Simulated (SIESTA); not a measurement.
Runs of SIESTA 5.4.2 on CsPbBr3. Symmetry: Pm-3m, No. 221, cubic system. The conventional cell has a = 5.870 Å, b = 5.870 Å, c = 5.870 Å, α = 90.00°, β = 90.00°, γ = 90.00°. Pb (site symmetry m-3m) has 6 Br at 2.94 Å as nearest neighbours. Cs (site symmetry m-3m) is surrounded by 12 Br at 4.15 Å. Br (site symmetry 4/mmm) is surrounded by 2 Pb at 2.94 Å. Measurements of this composition are mostly on another form, of space group No. 62.

```tsv
task	level	potentials or basis	pressure (GPa)
band structure	PBEsol	PseudoDojo 0.4 standard (PBEsol files), DZP (energy shift 0.003 Ry; two zetas on semicore shells; d shell added on Cs)	0.2
band structure	BLYP	PseudoDojo 0.4 standard (PBE files), DZP (energy shift 0.003 Ry; two zetas on semicore shells; d shell added on Cs)	3.2
band structure	LDA	PseudoDojo 0.4 standard (LDA files), DZP (energy shift 0.003 Ry; two zetas on semicore shells; d shell added on Cs)	(a)
band structure	AM05	PseudoDojo 0.4 standard (PBEsol files), DZP (energy shift 0.003 Ry; two zetas on semicore shells; d shell added on Cs)	(b)
single point	PBE	PseudoDojo 0.4 standard (PBE files), DZP (energy shift 0.003 Ry; two zetas on semicore shells; d shell added on Cs)	1.7
```

Alike in all rows: no spin polarisation; cell as given; k mesh 5 × 5 × 5; smearing fermi-dirac 0.05 eV; grid cutoff 500 Ry; energy shift 0.003 Ry.

Estimate the missing entries.

(a) -0.9; (b) 0.9.

Caveats: the basis of atomic orbitals isn't converged, which shifts pressures, moduli and gaps; the potentials were made for another functional, which shifts forces and pressure (some runs).

Not every run made on this cell is shown here.
